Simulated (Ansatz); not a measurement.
**TiCo: under pressure**

The task here is to estimate one member of a computed series from the others.

Method: DFT PBE, scalar-relativistic, plane waves, PAW, in Ansatz 0.2.0.

1 further run of the same task is left out (set aside as unsound or not needed).

## The starting structure

It takes space group Pm-3m (No. 221, cubic). The conventional cell has a = 2.986 Å, b = 2.986 Å, c = 2.986 Å, α = 90.00°, β = 90.00°, γ = 90.00°. Ti (site symmetry m-3m) is surrounded by 8 Co at 2.59 Å. Co (site symmetry m-3m) has 8 Ti at 2.59 Å as nearest neighbours.

Structure file:

```xyz
2
Lattice="2.9856 0.0000 0.0000 0.0000 2.9856 0.0000 0.0000 0.0000 2.9856" Properties=species:S:1:pos:R:3 pbc="T T T"
Ti    0.0000    0.0000    0.0000
Co    1.4928    1.4928    1.4928
```

It goes back to an entry of the Materials Project, which need not be the stable form.

This cell was relaxed beforehand with the same method: volume 13.31 Å³/atom, gap on the mesh none (metal), site moments up to 1.0 μB.

Set-up of the first run:

Contents of input.yaml:

```yaml
crystal:
  lattice:
    - [2.9953062171, 0.0, 0.0]
    - [0.0, 2.9953062171, 0.0]
    - [0.0, 0.0, 2.9953062171]
  atoms:
    - { symbol: Ti, position: [0.0, 0.0, 0.0] }
    - { symbol: Co, position: [0.5, 0.5, 0.5], spin: 1.09 }
basis:
  ecutwfc: 420
kpoints:
  mp_grid: { grid: [14, 14, 14] }
hamiltonian:
  xc: pbe
scf:
  occupations: { method: gaussian, width: 0.1 }
output:
  forces: true
  stress: true
  eigenvalues: true
  populations: true
magnetization:
  spin_polarized: true
relax:
  adjacent_minimum: "off"
  f_tol: 0.008
  max_steps: 50
  cell: { stress_tol: 0.08, p_target: -1.0 }
```

The run is started by

```sh
ansatz run input.yaml --threads 1 --pin off --max-ram 2560MiB --backend cpu --events-out ev --progress --plain --runs-dir out
```

Among the steps run: Target pressure -1 GPa; Target pressure 1 GPa; Relaxing at 4 GPa; 12 GPa; Target pressure 25 GPa; Relaxing at 50 GPa; Relaxing at 90 GPa.

One table of the session follows, with a row left open; its other results are not shown here.

Lengths are those of the vectors of the cell that was run:

| P (GPa) | V (Å³/atom) | a (Å) | b (Å) | c (Å) | ΔH (eV/atom) |
| --- | --- | --- | --- | --- | --- |
| -1 | 13.39 | 2.992 | 2.992 | 2.992 | -0.083 |
| 0 | 13.31 | 2.986 | 2.986 | 2.986 | 0.000 |
| 1 | 13.22 | 2.979 | 2.979 | 2.979 | 0.083 |
| 4 | 13.00 | 2.962 | 2.962 | 2.962 | 0.328 |
| 12 | 12.47 | 2.921 | 2.921 | 2.921 | 0.964 |
| 25 | 11.79 | 2.868 | 2.868 | 2.868 | 1.947 |
| 50 | ? | ? | ? | ? | ? |
| 90 | 9.88 | 2.704 | 2.704 | 2.704 | 6.292 |

Q: Estimate the row for P (GPa) = 50 from the others.

Worked estimate for «V (Å³/atom)». A straight line through the neighbours (25, 11.79) and (90, 9.88) gives 11.79 + (9.88 − 11.79) × (50 − 25) / (90 − 25) = 11.06; a parabola fitted to 3 rows on both sides gives 10.76.

The run gave: V (Å³/atom): 10.87; a (Å): 2.791; b (Å): 2.791; c (Å): 2.791; ΔH (eV/atom): 3.711. In «V (Å³/atom)» the line misses by +0.19 and the parabola by -0.11.

ΔH is E + PV over the energy at zero pressure; a, b and c are the vectors of the computed cell. 

Limits of these values: Warnings in the runs' records: seeded moment not kept.
